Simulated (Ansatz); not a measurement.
Si in Ansatz: the effect of functional

Crystal: Si.

```xyz
2
Lattice="0.0000 2.6851 2.6851 2.6851 0.0000 2.6851 2.6851 2.6851 0.0000" Properties=species:S:1:pos:R:3 pbc="T T T"
Si    2.6851    2.6851    2.6851
Si    4.0276    4.0276    4.0276
```

The cell isn't the ideal one: volume scaled by 0.96.

Alike in all runs:

* Program: Ansatz 0.2.0
* Task: single point
* Potentials or basis: Ansatz PAW
* k mesh: 8 × 8 × 8
* Occupations: fermi-dirac, width 0.05 eV
* Spin: no spin polarisation

```csv
functional,cutoff,gap on the mesh (eV),pressure (GPa)
PBE,420 eV (not typed: the program's choice for these potentials),0.56,5.5
LDA,420 eV (not typed: the program's choice for these potentials),0.46,1.8
r2SCAN,500 eV (not typed: the program's choice for these potentials),?,?
```

Problem. What does the run with functional r2SCAN give?

Solution. gap on the mesh 0.74 eV; pressure 4.4 GPa.

Caveats: the PAW data sets come from PBE, with cores solved anew for the run's functional, which leaves a small shift of forces and pressure (some runs).

A k mesh can miss the band edges.
